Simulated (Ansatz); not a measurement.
**SiO2: what each run costs**

Cell: 12 atoms, space group P4_32_12, a = 4.976 Å, b = 4.976 Å, c = 6.901 Å, α = 90.00°, β = 90.00°, γ = 90.00°.

All runs are DFT with Ansatz 0.2.0 on 1 thread of AMD EPYC 9R14 (Zen 4) (x86_64; 16 cores open to the job, memory cap 3.0 GiB, no GPU), a shared host.

Task: Rank the runs by wall time, shortest first.
A. single point, HSE06, gradients read without the response of the cores, 420 eV, 3×3×3 k-points, smearing 0.02 eV
B. single point, r2SCAN, gradients read without the response of the cores, 500 eV, 5×5×4 k-points, smearing 0.02 eV
C. single point, PBE, gradients read without the response of the cores, 420 eV, 5×5×4 k-points, smearing 0.02 eV

Result: C (8.2 s, 0.45 GiB), B (16 s, 0.77 GiB), A (44 s, 1.4 GiB).
